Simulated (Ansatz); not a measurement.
MgTe (zincblende), relaxed with r2SCAN: 6 runs in Ansatz 0.2.0, each a calculation of independent-particle optics. Space group F-43m (No. 216), cubic; a = 6.466 Å in the conventional setting, 33.80 Å³ an atom. Mg is surrounded by 4 Te at 2.80 Å; Te is surrounded by 4 Mg at 2.80 Å. Values at 0 K without nuclear motion; no magnetic order is allowed, and the phase may be a hypothetical one.

```
Mg Te
1.0
     0.00000    3.23311    3.23311
     3.23311    0.00000    3.23311
     3.23311    3.23311    0.00000
Mg Te
1 1
Direct
  0.00000 0.00000 0.00000
  0.25000 0.25000 0.25000
```

On meshes this coarse, single peaks can be features of the mesh. No local fields, no excitons; the zone sum runs over the cells of the mesh, and ε∞ includes the bands left out of the spectrum. Up to four peaks are listed, those above 15 % of the tallest and inside the complete range; the four can differ from row to row. Rows marked drawn have settings drawn at random (some not listed).

```tsv
functional	k mesh	broadening (eV)	scissors (eV)	range (eV)	settings	direct gap on the mesh before scissors (eV)	ε∞ xx	ε∞ yy	ε∞ zz	complete up to (eV)	tallest peaks of mean ε₂ (eV)
PBE	6×6×6	0.1	0.00	0–15	chosen	2.42	6.05	6.05	6.05	15.0	3.80 4.60 5.70 6.05
r2SCAN	6×6×6	0.1	0.00	0–15	chosen	3.10	5.25	5.25	5.25	15.0	5.15 6.20 6.50 8.05
LDA	6×6×6	0.1	0.00	0–15	chosen	2.18	6.34	6.34	6.34	15.0	3.65 4.50 5.60 6.00
PBE	6×6×6	0.1	0.86 (to HSE06)	0–15	chosen	2.42	5.33	5.33	5.33	15.0	4.65 5.50 6.55 6.90
PBE+SOC	6×6×6	0.1	0.00	0–15	chosen	2.15	6.09	6.09	6.09	15.0	3.60 4.55 5.60 6.20
LDA	8×8×8	0.25	2.50	0.5–6	drawn	2.18	4.57	4.57	4.57	6.0	none
```

Only the levels marked +SOC include spin-orbit coupling.
